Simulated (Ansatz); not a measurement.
HgTe, DFT, PBEsol, all-electron LAPW, scalar-relativistic (Ansatz 0.2.0), run on 1 thread of Arm Neoverse V1 on a shared host.

The cell is COD entry 1539232, as deposited and not checked against the literature; nothing was relaxed. The listed cell was then made from it by scaling, straining or moving an atom.

Command: `ansatz run input.yaml --threads 1 --pin off --max-ram 3072MiB --backend cpu --events-out ev --progress --plain --runs-dir out`

```yaml
crystal:
  lattice:
    - [0.0, 3.2018651199, 3.2018651199]
    - [3.2018651199, 0.0, 3.2018651199]
    - [3.2018651199, 3.2018651199, 0.0]
  atoms:
    - { symbol: Hg, position: [0.0, 0.0, 0.0] }
    - { symbol: Te, position: [0.75, 0.75, 0.75] }
kpoints:
  mp_grid: { grid: [9, 9, 9] }
  band_path:
    path:
      - [0.0, 0.0, 0.0]
      - [-0.5, -0.5, 0.0]
      - [-0.375, -0.375, 0.25]
      - [-0.375, 0.0, 0.375]
      - [0.0, 0.0, 0.0]
      - [0.0, 0.0, 0.5]
      - [-0.5, -0.25, 0.25]
      - [-0.5, -0.5, 0.0]
    npoints: 5
scf:
  occupations: { method: fermi_dirac, width: 0.05 }
hamiltonian:
  xc: pbesol
  pseudopotentials: { kind: all_electron, lapw: { basis_error: 0.0005 } }
output:
  forces: true
  stress: true
  eigenvalues: true
```

**Question.** How large is the problem that the program sets up?

**Answer.** 35 irreducible k-points, 725 plane waves at Γ, 41 bands.

**Question.** Estimate the wall time and the peak memory.

**Answer.** 48 s of wall time for 7 SCF iterations, with a peak of 0.39 GiB. Times on shared machines scatter by tens of per cent.
